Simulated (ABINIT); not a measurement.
Crystal: Al.

```
Al
1.0
     2.81246    0.00000    0.00000
    -1.40623    2.43566    0.00000
     0.00000    0.00000    4.86685
Al
2
Cartesian
  0.0000 1.6238 1.2167
  1.4062 0.8119 3.6501
```

This isn't the form of Al at room conditions, which is fcc.

```yaml
Program: ABINIT 10.8.3 (patched build)
Task: single point
Functional: PBEsol
Potentials_or_basis: PseudoDojo NC SR PBEsol v0.4.1 standard
Cutoff: 544 eV
k_mesh: 11 × 11 × 6
Occupations: fermi-dirac, width 0.05 eV
Spin: no spin polarisation
```

On this cell: pressure -1.5 GPa; largest force under 0.003 eV/Å; band gap on the k mesh none (metal or under the smearing width).

The same run follows on a disturbed copy (atoms moved at random, drawn with an rms of 0.05 Å):

```
CELL_PARAMETERS angstrom
2.81246 0.00000 0.00000
-1.40623 2.43566 0.00000
0.00000 0.00000 4.86685
ATOMIC_POSITIONS crystal
Al 0.31442 0.64697 0.24540
Al 0.66979 0.33912 0.75318
```

Problem. What changes?

Solution. The energy (extrapolated to zero smearing) moves by +2.1 meV/atom; pressure -1.4 GPa; largest force 0.135 eV/Å; band gap on the k mesh none (metal or under the smearing width).

Forces in eV/Å, atoms in the order of the input:
```
Al   0.024  0.046  0.124
Al  -0.024 -0.046 -0.124
```

Stress tensor (GPa, compression positive):
```
 0.21  0.02  0.03
 0.02  0.11  0.07
 0.03  0.07 -4.44
```
